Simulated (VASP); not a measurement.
Al (a cell with a defect):

```
Al
1.0
     0.00000    8.09922    8.09922
     8.09922    0.00000    8.09922
     8.09922    8.09922    0.00000
Al
63
Direct
  0.00000 0.00000 0.25000
  0.00000 0.00000 0.50000
  0.00000 0.00000 0.75000
  0.00000 0.25000 0.00000
  0.00000 0.25000 0.25000
  0.00000 0.25000 0.50000
  0.00000 0.25000 0.75000
  0.00000 0.50000 0.00000
  0.00000 0.50000 0.25000
  0.00000 0.50000 0.50000
  0.00000 0.50000 0.75000
  0.00000 0.75000 0.00000
  0.00000 0.75000 0.25000
  0.00000 0.75000 0.50000
  0.00000 0.75000 0.75000
  0.25000 0.00000 0.00000
  0.25000 0.00000 0.25000
  0.25000 0.00000 0.50000
  0.25000 0.00000 0.75000
  0.25000 0.25000 0.00000
  0.25000 0.25000 0.25000
  0.25000 0.25000 0.50000
  0.25000 0.25000 0.75000
  0.25000 0.50000 0.00000
  0.25000 0.50000 0.25000
  0.25000 0.50000 0.50000
  0.25000 0.50000 0.75000
  0.25000 0.75000 0.00000
  0.25000 0.75000 0.25000
  0.25000 0.75000 0.50000
  0.25000 0.75000 0.75000
  0.50000 0.00000 0.00000
  0.50000 0.00000 0.25000
  0.50000 0.00000 0.50000
  0.50000 0.00000 0.75000
  0.50000 0.25000 0.00000
  0.50000 0.25000 0.25000
  0.50000 0.25000 0.50000
  0.50000 0.25000 0.75000
  0.50000 0.50000 0.00000
  0.50000 0.50000 0.25000
  0.50000 0.50000 0.50000
  0.50000 0.50000 0.75000
  0.50000 0.75000 0.00000
  0.50000 0.75000 0.25000
  0.50000 0.75000 0.50000
  0.50000 0.75000 0.75000
  0.75000 0.00000 0.00000
  0.75000 0.00000 0.25000
  0.75000 0.00000 0.50000
  0.75000 0.00000 0.75000
  0.75000 0.25000 0.00000
  0.75000 0.25000 0.25000
  0.75000 0.25000 0.50000
  0.75000 0.25000 0.75000
  0.75000 0.50000 0.00000
  0.75000 0.50000 0.25000
  0.75000 0.50000 0.50000
  0.75000 0.50000 0.75000
  0.75000 0.75000 0.00000
  0.75000 0.75000 0.25000
  0.75000 0.75000 0.50000
  0.75000 0.75000 0.75000
```

The cell isn't the ideal one: grid = ENCUT=650 dk=0.27 cell=4x4x4 ISMEAR=1 SIGMA=0.1 LREAL=Auto EDIFF=1e-07.

Base run:

| Property | Result |
| --- | --- |
| Program | VASP 6.6.1 |
| Functional | PBE |
| Potentials or basis | VASP PAW PBE potentials, release 64 (Al) |
| Cutoff | 650 eV |
| k mesh | 3 × 3 × 3 |
| Occupations | methfessel-paxton, width 0.1 eV |
| Spin | no spin polarisation |

Its results: band gap on the k mesh none (metal or under the smearing width); pressure -0.5 GPa; largest force 0.179 eV/Å.

Question: The run is repeated on the same cell with these changes: functional from PBE to LDA; potentials or basis from VASP PAW PBE potentials, release 64 (Al) to VASP PAW LDA potentials, release 64 (Al); cutoff from 650 eV to 600 eV. What comes out?

Answer: Band gap on the k mesh none (metal or under the smearing width); pressure -3.8 GPa; largest force 0.141 eV/Å.
